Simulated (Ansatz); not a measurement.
Theory: DFT PBE, scalar-relativistic, plane waves, PAW in Ansatz. Plane waves to 420 eV, a 12×12×12 mesh through Γ for the 6-atom cell and 0.02 eV Gaussian smearing; no spin polarisation.

Energies over the elements count from the elements' standard structures at the same level (N₂ as a molecule), with no fitted energy shifts.

Question: Find a candidate trigonal semiconductor with formula AlN, with a gap near 1.9 eV, a formation energy near −0.85 eV/atom and about 9 Å³ per atom, in a cell of 6 atoms.

Answer: AlN, space group R-3m (No. 166). Al on a site of symmetry -3m has 6 N at 2.02 Å; Al on a site of symmetry 3m has 6 N at 2.08 Å; around N on a site of symmetry 3m lie 6 Al at 2.02–2.08 Å; N on a site of symmetry -3m is surrounded by 6 Al at 2.08 Å.

```
CELL_PARAMETERS angstrom
1.42974 0.82546 7.39644
-1.42974 0.82546 7.39644
0.00000 -1.65092 7.39644
ATOMIC_POSITIONS crystal
Al 0.00000 0.00000 0.00000
Al 0.77639 0.77639 0.77639
Al 0.22361 0.22361 0.22361
N 0.38596 0.38596 0.38596
N 0.50000 0.50000 0.50000
N 0.61404 0.61404 0.61404
```

* Volume per atom: 8.73 Å³
* Density: 3.90 g/cm³
* Formation energy: −0.846 eV/atom
* Gap on the 12×12×12 mesh of the 6-atom cell: 1.90 eV

The structure comes from a generated guess, relaxed at this level; another structure or a mixture of phases may lie lower. Other answers may fit too; this one was computed.

Kohn–Sham gaps at this level usually fall short of measured ones. A structure relaxed within its symmetry needn't be a true minimum.
